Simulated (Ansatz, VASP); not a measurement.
**Two plane-wave programs on AlN**

```
Al N
1.0
     1.87924   -2.44301    0.00000
     1.87924    2.44301    0.00000
     0.00000    0.00000    3.75848
Al N
2 2
Direct
  0.97939 0.02061 0.99600
  0.59285 0.40715 0.49600
  0.99495 0.00505 0.49600
  0.57729 0.42271 0.99600
```

Alike in both runs: functional PBEsol; k mesh 9 × 9 × 7; no spin polarisation.

Ansatz relaxed the structure, and its values are those at the end. VASP's run is a single point on that final structure, the one shown.

|  | VASP | Ansatz |
| --- | --- | --- |
| version | VASP 6.6.1 | Ansatz 0.2.0 |
| potentials or method | VASP PAW PBE potentials, release 64 (Al, N) | scalar-relativistic, plane waves, PAW |
| plane-wave cutoff (eV) | 520 | 520 |
| occupations | gaussian, width 0.01 eV | fixed |
| valence electrons in the cell | 16 | 16 |

```tsv
	VASP	Ansatz	Ansatz less VASP
gap on the k mesh at the Fermi level (eV)	4.29	4.30	+0.013
least direct gap on the mesh (eV)	4.77	4.76	-0.014
pressure (GPa)	20.0	20.0	-0.02
```

Caveats: so large a pressure means that the cell lies far from this level's equilibrium, or that cutoff or potentials fall short (VASP); the potentials were made for another functional, which shifts forces and pressure (VASP); an odd mesh through Γ misses points on the zone boundary, where band edges often lie. As with any semilocal functional, this PBEsol gap is likely too small.
